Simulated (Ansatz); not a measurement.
The system is B.

```
B
1.0
     1.62456    0.00000    0.00000
     0.00000    2.86615    0.00000
     0.00000    0.00000    3.91440
B
2
Direct
  0.00000 0.50000 0.60926
  0.50000 0.00000 0.39074
```

The cell was built by a generator and needn't be a form met in nature.

Program: Ansatz 0.2.0. Alike in all runs: task single point; potentials or basis Ansatz PAW; no spin polarisation; cell as given; k mesh 8 × 5 × 4; smearing fermi-dirac 0.05 eV; the mesh is coarse, so values aren't converged.

Q: Order these runs on this cell by their pressure, lowest first.
A. level r2SCAN50; cutoff (eV) 500
B. level r2SCAN0; cutoff (eV) 500
C. level B3LYP; cutoff (eV) 420
D. level HF; cutoff (eV) 420

A: A (-4.1 GPa), B (-2.5 GPa), C (-0.3 GPa), D (3.3 GPa).

Caveats: all runs use coarse meshes; the PAW data sets come from PBE, with cores solved anew for the run's functional, which leaves a small shift of forces and pressure; the thresholds are loose for stress; this functional lacks dispersion, which binds the layers, so the pressure and a relaxed spacing across them are unreliable (some runs).
